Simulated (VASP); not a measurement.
# CdSe (Cadmoselite) (P6_3mc) in VASP: a series of runs, part 2 of 2

VASP 6.6.1. Earlier steps stand in the parts before.

### 4 Single point, LDA

This run uses another cell than the first one, of 28.10 Å³/atom, 0.962 times its volume.

INCAR

```
PREC     = Accurate       # precision mode
ENCUT    = 500            # plane-wave cutoff, eV
EDIFF    = 1E-6           # SCF threshold, eV
ISMEAR   = -1             # smearing method
SIGMA    = 0.1            # smearing width, eV
LREAL    = False          # projectors in reciprocal space
LASPH    = True           # aspherical terms in the spheres
NELM     = 120            # most SCF steps
ALGO     = Normal         # electronic algorithm
ISIF     = 2              # what is computed and relaxed
LWAVE    = False          # write WAVECAR
LCHARG   = False          # write CHGCAR
NBANDS   = 26             # bands
GGA_COMPAT= False
```

KPOINTS

```
Automatic mesh
0
Gamma
  6 6 3
```

POSCAR

```
CdSe
1.0
    4.3000000000      0.0000000000      0.0000000000
   -2.1500000000      3.7239092363      0.0000000000
    0.0000000000      0.0000000000      7.0200000000
Cd Se
2 2
Direct
    0.6666666667      0.3333333333      0.5000000000
    0.3333333333      0.6666666667      0.0000000000
    0.6666666667      0.3333333333      0.8850000000
    0.3333333333      0.6666666667      0.3850000000
```

Potentials or basis: VASP PAW LDA potentials, release 64 (Cd, Se).

Command:

```
$ cat potpaw_LDA.64/Cd/POTCAR potpaw_LDA.64/Se/POTCAR > POTCAR
$ mpirun -np 1 vasp_std > vasp.out
```

OUTCAR:

```text
PREC = Accurate
   ENCUT = 500
   EDIFF = 1E-6
   ISMEAR = -1
   LREAL = False
   LASPH = True
   NELM = 120
   ISIF = 2

 ion  position               nearest neighbor table
   1  0.667  0.333  0.500-   4 2.61   4 2.61   4 2.61   3 2.70
   2  0.333  0.667  0.000-   3 2.61   3 2.61   3 2.61   4 2.70
   3  0.667  0.333  0.885-   2 2.61   2 2.61   2 2.61   1 2.70
   4  0.333  0.667  0.385-   1 2.61   1 2.61   1 2.61   2 2.70

  LATTYP: Found a hexagonal cell.
 ALAT       =     4.3000000000
 C/A-ratio  =     1.6325581395

  Lattice vectors:

 A1 = (   4.3000000000,   0.0000000000,   0.0000000000)
 A2 = (  -2.1500000000,   3.7239092363,   0.0000000000)
 A3 = (   0.0000000000,   0.0000000000,   7.0200000000)

Analysis of symmetry for initial positions (statically):
=====================================================================
 Subroutine PRICEL returns:
 Original cell was already a primitive cell.

 Routine SETGRP: Setting up the symmetry group for a
 hexagonal supercell.

 Subroutine GETGRP returns: Found 12 space group operations
 (whereof  6 operations were pure point group operations)
 out of a pool of 24 trial point group operations.

The static configuration has the point symmetry C_3v.
 The point group associated with its full space group is C_6v.

Analysis of symmetry for dynamics (positions and initial velocities):
=====================================================================
 Subroutine PRICEL returns:
 Original cell was already a primitive cell.

 Routine SETGRP: Setting up the symmetry group for a
 hexagonal supercell.

 Subroutine GETGRP returns: Found 12 space group operations
 (whereof  6 operations were pure point group operations)
 out of a pool of 24 trial point group operations.

The dynamic configuration has the point symmetry C_3v.
 The point group associated with its full space group is C_6v.

 Subroutine INISYM returns: Found 12 space group operations
 (whereof  6 operations are pure point group operations),
 and found     1 'primitive' translations

----------------------------------------------------------------------------------------

                                     Primitive cell

  volume of cell :     112.4099

  direct lattice vectors                    reciprocal lattice vectors
     4.300000000  0.000000000  0.000000000     0.232558140  0.134267504  0.000000000
    -2.150000000  3.723909236  0.000000000     0.000000000  0.268535009  0.000000000
     0.000000000  0.000000000  7.020000000     0.000000000  0.000000000  0.142450142

  length of vectors
     4.300000000  4.300000000  7.020000000     0.268535009  0.268535009  0.142450142

  position of ions in fractional coordinates (direct lattice)
     0.666666667  0.333333333  0.500000000
     0.333333333  0.666666667  0.000000000
     0.666666667  0.333333333  0.885000000
     0.333333333  0.666666667  0.385000000

  ion indices of the primitive-cell ions
   primitive index   ion index
                 1           1
                 2           2
                 3           3
                 4           4

----------------------------------------------------------------------------------------

 KPOINTS: Automatic mesh

[... 26 lines left out ...]
  0.333333 -0.000000  0.000000      6.000000
  0.500000 -0.000000  0.000000      3.000000
  0.166667  0.166667  0.000000      6.000000
  0.333333  0.166667  0.000000     12.000000
  0.333333  0.333333  0.000000      2.000000
  0.000000  0.000000  0.333333      2.000000
  0.166667 -0.000000  0.333333     12.000000
  0.333333 -0.000000  0.333333     12.000000
  0.500000 -0.000000  0.333333      6.000000
  0.166667  0.166667  0.333333     12.000000
  0.333333  0.166667  0.333333     24.000000
  0.333333  0.333333  0.333333      4.000000
   k-points           NKPTS =     14   k-points in BZ     NKDIM =     14   number of bands    NBANDS=     26
   number of dos      NEDOS =    301   number of ions     NIONS =      4
   total plane-waves  NPLWV =  55296
   dimension x,y,z NGX =    32 NGY =   32 NGZ =   54
   dimension x,y,z NGXF=    64 NGYF=   64 NGZF=  108
   ions per type =               2   2
   NGX,Y,Z   is equivalent  to a cutoff of  12.37, 12.37, 12.79 a.u.
   NGXF,Y,Z  is equivalent  to a cutoff of  24.74, 24.74, 25.58 a.u.
 SYSTEM =  unknown system
   PREC   = accura    normal or accurate (medium, high low for compatibility)
   ISTART =      0    job   : 0-new  1-cont  2-samecut
   ICHARG =      2    charge: 1-file 2-atom 10-const
   ISPIN  =      1    spin polarized calculation?
   LNONCOLLINEAR =      F non collinear calculations
   LSORBIT =      F    spin-orbit coupling
   LASPH  =      T    aspherical Exc in radial PAW
   ENCUT  =  500.0 eV  36.75 Ry    6.06 a.u.   7.84  7.84 12.80*2*pi/ulx,y,z
   NELM   =    120;   NELMIN=  2; NELMDL= -5     # of ELM steps
   EDIFF  = 0.1E-05   stopping-criterion for ELM
   LREAL  =      F    real-space projection
   EDIFFG = 0.1E-04   stopping-criterion for IOM
   NSW    =      0    number of steps for IOM
   IBRION =     -1    ionic relax: 0-MD 1-quasi-New 2-CG
   NFREE  =      0    steps in history (QN), initial steepest desc. (CG)
   ISIF   =      2    stress and relaxation
   ISYM   =      2    0-nonsym 1-usesym 2-fastsym
   POTIM  = 0.5000    time-step for ionic-motion
   TEBEG  =    0.0;   TEEND  =   0.0 temperature during run
   PSTRESS=    0.0 pullay stress
   NELECT =      36.0000    total number of electrons
   NUPDOWN=      -1.0000    fix difference up-down
   EMIN   =  10.00;   EMAX   =-10.00  energy-range for DOS
   EFERMI =   0.00;   METHOD = LEGACY
   ISMEAR =    -1;   SIGMA  =   0.10  broadening in eV -4-tet -1-fermi 0-gaus
   EFERMI_NEDOS =   21; number of points for ismear=-14 and -15
   IALGO  =     38    algorithm
   IMIX   =      4    mixing-type and parameters
     AMIX     =   0.40;   BMIX     =  1.00
     AMIX_MAG =   1.60;   BMIX_MAG =  1.00
  volume/ion in A,a.u.               =      28.10       189.64
  Fermi-wavevector in a.u.,A,eV,Ry     =   1.120059  2.116604 17.068937  1.254531
  Thomas-Fermi vector in A             =   2.256702
   LORBIT       =      0    0 simple, 1 ext, 2 COOP (PROOUT), +10 PAW based schemes
   GGA     = CA    functional components
   LHFCALC =     F    Hartree Fock is set to
   AEXX    =    0.0000 exact exchange contribution
   IVDW    =     0    specifies the selected vdW correction
   LEPSILON=     F    determine dielectric tensor
   LRPA    =     F    only Hartree local field effects (RPA)
 non-spin polarized calculation
  energy-cutoff  :      500.00
  volume of cell :      112.41
 maximum number of plane-waves:      2882
 NGX is ok and might be reduce to    32
   NGX = 15   NGY = 15   NGZ = 25

 number of electron      35.9999998 magnetization

 Free energy of the ion-electron system (eV)
  ---------------------------------------------------
  ext. energy  EPLUGINS =         0.00000000
  ---------------------------------------------------
  free energy    TOTEN  =       -13.47948341 eV

  energy without entropy =      -13.47657996  energy(sigma->0) =      -13.47803169

 E-fermi :   1.1277     XC(G=0):  -9.2870

 val. band max:        0.8062391273   @ k =   0.0000   0.0000   0.0000
 cond. band min:       1.2654828753   @ k =   0.0000   0.0000   0.0000
 fundamental gap:      0.4592437480
 Fermi energy:         1.1276831999

 k-point     1 :       0.0000    0.0000    0.0000
  band No.  band energies     occupation
      1     -11.8385      2.00000
      2     -11.4654      2.00000
      3      -7.1481      2.00000
      4      -7.1481      2.00000
      5      -7.0926      2.00000
      6      -7.0926      2.00000
[... 395 lines left out ...]
     25       9.3444      0.00000
     26       9.3456      0.00000

------------------------ aborting loop because EDIFF is reached ----------------------------------------

  FORCE on cell =-STRESS in cart. coord.  units (eV):
  Direction    XX          YY          ZZ          XY          YZ          ZX
  --------------------------------------------------------------------------------------
  -------------------------------------------------------------------------------------
  Total       -0.5529739     -0.5529739     -1.7449830      0.0000000     -0.0000000      0.0000000
  in kB       -7.8815304     -7.8815304    -24.8712229      0.0000000     -0.0000000      0.0000000
  external PRESSURE =     -13.5447612 kB  Pullay stress =       0.0000000 kB

 VOLUME and BASIS-vectors are now :
 -----------------------------------------------------------------------------
  energy-cutoff  :      500.00
  volume of cell :      112.41
      direct lattice vectors                 reciprocal lattice vectors
     4.300000000  0.000000000  0.000000000     0.232558140  0.134267504  0.000000000
    -2.150000000  3.723909236  0.000000000     0.000000000  0.268535009  0.000000000
     0.000000000  0.000000000  7.020000000     0.000000000  0.000000000  0.142450142

 POSITION                                       TOTAL-FORCE (eV/Angst)
 -----------------------------------------------------------------------------------
      2.15000      1.24130      3.51000        -0.000000      0.000000      0.266798
     -0.00000      2.48261      0.00000         0.000000     -0.000000      0.266798
      2.15000      1.24130      6.21270        -0.000000     -0.000000     -0.266798
     -0.00000      2.48261      2.70270         0.000000      0.000000     -0.266798
 -----------------------------------------------------------------------------------
    total drift:                               -0.000000      0.000000      0.000123

  FREE ENERGIE OF THE ION-ELECTRON SYSTEM (eV)
  ---------------------------------------------------
  free  energy   TOTEN  =       -13.4794834104 eV

  energy  without entropy=      -13.4765799610  energy(sigma->0) =      -13.47803169
```

Wall time 16 s (1 thread of Intel Xeon 6975P-C (Granite Rapids), shared host); peak memory 0.19 GiB.

Results:

```
Free energy            : -13.4795 eV
Pressure               : -1.4 GPa
Largest force          : 0.267 eV/Å
Band gap on the k mesh : 0.46 eV, direct
```

Forces in eV/Å, atoms in the order of the input:
```
Cd   0.000  0.000  0.267
Cd   0.000  0.000  0.267
Se   0.000  0.000 -0.267
Se   0.000  0.000 -0.267
```

Stress tensor (GPa, compression positive):
```
-0.79  0.00  0.00
 0.00 -0.79  0.00
 0.00  0.00 -2.49
```

### 5 Single point, LDA

This run uses another cell than the first one, of 28.10 Å³/atom, 0.962 times its volume.

INCAR

```
ALGO     = Normal         # electronic algorithm
EDIFF    = 1E-6           # SCF threshold, eV
ENCUT    = 500            # plane-wave cutoff, eV
GGA      = CA             # functional
GGA_COMPAT= False        
ISIF     = 2              # what is computed and relaxed
ISMEAR   = -1             # smearing method
LASPH    = True           # aspherical terms in the spheres
LCHARG   = True           # write CHGCAR
LELF     = True           # ELF
LREAL    = False          # projectors in reciprocal space
LVHAR    = True         
LWAVE    = False          # write WAVECAR
NBANDS   = 26             # bands
NELM     = 120            # most SCF steps
PREC     = Accurate       # precision mode
SIGMA    = 0.1            # smearing width, eV
```

KPOINTS

```
k-points
0
Gamma
  6 6 3
```

POSCAR is that of step 4.

Potentials or basis: VASP PAW LDA potentials, release 64 (Cd, Se).

Command:

```
$ cat potpaw_LDA.64/Cd/POTCAR potpaw_LDA.64/Se/POTCAR > POTCAR
$ mpirun -np 1 vasp_std > vasp.out
```

OUTCAR:

```text
EDIFF = 1E-6
   ENCUT = 500
   GGA = CA
   ISIF = 2
   ISMEAR = -1
   LASPH = True
   LREAL = False
   NELM = 120
   PREC = Accurate

 ion  position               nearest neighbor table
   1  0.667  0.333  0.500-   4 2.61   4 2.61   4 2.61   3 2.70
   2  0.333  0.667  0.000-   3 2.61   3 2.61   3 2.61   4 2.70
   3  0.667  0.333  0.885-   2 2.61   2 2.61   2 2.61   1 2.70
   4  0.333  0.667  0.385-   1 2.61   1 2.61   1 2.61   2 2.70

  LATTYP: Found a hexagonal cell.
 ALAT       =     4.3000000000
 C/A-ratio  =     1.6325581395

  Lattice vectors:

 A1 = (   4.3000000000,   0.0000000000,   0.0000000000)
 A2 = (  -2.1500000000,   3.7239092363,   0.0000000000)
 A3 = (   0.0000000000,   0.0000000000,   7.0200000000)

Analysis of symmetry for initial positions (statically):
=====================================================================
 Subroutine PRICEL returns:
 Original cell was already a primitive cell.

[... 159 lines left out ...]
  ---------------------------------------------------
  free energy    TOTEN  =       -13.47948341 eV

  energy without entropy =      -13.47657996  energy(sigma->0) =      -13.47803169

 E-fermi :   1.1277     XC(G=0):  -9.2870

 val. band max:        0.8062391273   @ k =   0.0000   0.0000   0.0000
 cond. band min:       1.2654828753   @ k =   0.0000   0.0000   0.0000
 fundamental gap:      0.4592437480
 Fermi energy:         1.1276831999

 k-point     1 :       0.0000    0.0000    0.0000
  band No.  band energies     occupation
      1     -11.8385      2.00000
      2     -11.4654      2.00000
      3      -7.1481      2.00000
      4      -7.1481      2.00000
      5      -7.0926      2.00000
      6      -7.0926      2.00000
[... 395 lines left out ...]
     25       9.3444      0.00000
     26       9.3456      0.00000

------------------------ aborting loop because EDIFF is reached ----------------------------------------

  FORCE on cell =-STRESS in cart. coord.  units (eV):
  Direction    XX          YY          ZZ          XY          YZ          ZX
  --------------------------------------------------------------------------------------
  -------------------------------------------------------------------------------------
  Total       -0.5529739     -0.5529739     -1.7449830      0.0000000     -0.0000000      0.0000000
  in kB       -7.8815304     -7.8815304    -24.8712229      0.0000000     -0.0000000      0.0000000
  external PRESSURE =     -13.5447612 kB  Pullay stress =       0.0000000 kB

 VOLUME and BASIS-vectors are now :
 -----------------------------------------------------------------------------
  energy-cutoff  :      500.00
  volume of cell :      112.41
      direct lattice vectors                 reciprocal lattice vectors
     4.300000000  0.000000000  0.000000000     0.232558140  0.134267504  0.000000000
    -2.150000000  3.723909236  0.000000000     0.000000000  0.268535009  0.000000000
     0.000000000  0.000000000  7.020000000     0.000000000  0.000000000  0.142450142

 POSITION                                       TOTAL-FORCE (eV/Angst)
 -----------------------------------------------------------------------------------
      2.15000      1.24130      3.51000        -0.000000      0.000000      0.266798
     -0.00000      2.48261      0.00000         0.000000     -0.000000      0.266798
      2.15000      1.24130      6.21270        -0.000000     -0.000000     -0.266798
     -0.00000      2.48261      2.70270         0.000000      0.000000     -0.266798
 -----------------------------------------------------------------------------------
    total drift:                               -0.000000      0.000000      0.000123

  FREE ENERGIE OF THE ION-ELECTRON SYSTEM (eV)
  ---------------------------------------------------
  free  energy   TOTEN  =       -13.4794834104 eV

  energy  without entropy=      -13.4765799610  energy(sigma->0) =      -13.47803169
```

stdout:

```text
POSCAR found type information on POSCAR CdSe
 POSCAR found :  2 types and       4 ions
 scaLAPACK will be used
 LDA part: xc-table for (Slater(with rela. corr.)+CA(PZ))
 , standard interpolation
 POSCAR, INCAR and KPOINTS ok, starting setup
 FFT: planning ... GRIDC
 FFT: planning ... GRID_SOFT
 FFT: planning ... GRID
 WAVECAR not read
 entering main loop
```

Run time: 17 s. Hardware: 1 thread of Intel Xeon 6975P-C (Granite Rapids), shared host; peak memory 0.2 GiB.

What came out:

```yaml
Free_energy: -13.4795 eV
Pressure: -1.4 GPa
Largest_force: 0.267 eV/Å
Band_gap_on_the_k_mesh: 0.46 eV, direct
```

Forces on the atoms (eV/Å):
```
Cd   0.000  0.000  0.267
Cd   0.000  0.000  0.267
Se   0.000  0.000 -0.267
Se   0.000  0.000 -0.267
```

### 6 Overview

| level | potentials or basis | spin | cell | k mesh | cutoff (eV) | smearing | grid for exact exchange (PRECFOCK) | gap on the mesh (eV) | pressure (GPa) | largest force (eV/Å) |
| --- | --- | --- | --- | --- | --- | --- | --- | --- | --- | --- |
| PBEsol | VASP PAW PBE potentials, release 64 (Cd, Se) | non-collinear, zero start, SOC | a = 4.357, b = 4.357, c = 7.112 Å, angles 90.0, 90.0, 120.0°, 4 atoms | 7 × 7 × 4 | 520 | fermi-dirac 0.05 eV | - | - | -1.4 | 0.24 |
| HF | VASP PAW PBE potentials, release 64 (Cd, Se) | off | a = 4.300, b = 4.300, c = 7.020 Å, angles 90.0, 90.0, 120.0°, 4 atoms | 4 × 4 × 2 | 520 | fermi-dirac 0.05 eV | Normal | 7.91 | 5.9 | 0.33 |
| LDA | VASP PAW LDA potentials, release 64 (Cd, Se) | off | a = 4.300, b = 4.300, c = 7.020 Å, angles 90.0, 90.0, 120.0°, 4 atoms | 6 × 6 × 3 | 500 | fermi-dirac 0.1 eV | - | 0.46 | -1.4 | 0.27 |

Alike in all rows: task single point.

Caveats: some runs use coarse meshes; the PAW data sets were made with another functional, which shifts forces and pressure a little (some runs).

Total energies depend on the potentials used, so only differences within one code and one set of settings carry meaning.

### 7 Against experiment

Step 4. Against the measured gap of CdSe, 1.841 eV (2 K; a printed reference work, data compilation), the calculated 0.46 eV is off by -1.38 eV. So large a miss can be the level of theory's own, or it may mean another phase, state or a wrong row. Spin-orbit coupling on Cd, Se is left out. The value is that of LDA, without temperature or zero-point motion. Semilocal functionals fall short of measured gaps as a rule.

Step 5. A measured gap of CdSe is 1.841 eV (2 K; a printed reference work, data compilation); the calculated 0.46 eV misses it by -1.38 eV. So large a miss can be the level of theory's own, or it may mean another phase, state or a wrong row. Spin-orbit coupling on Cd, Se is left out. The value is that of LDA, without temperature or zero-point motion. Semilocal functionals fall short of measured gaps as a rule.
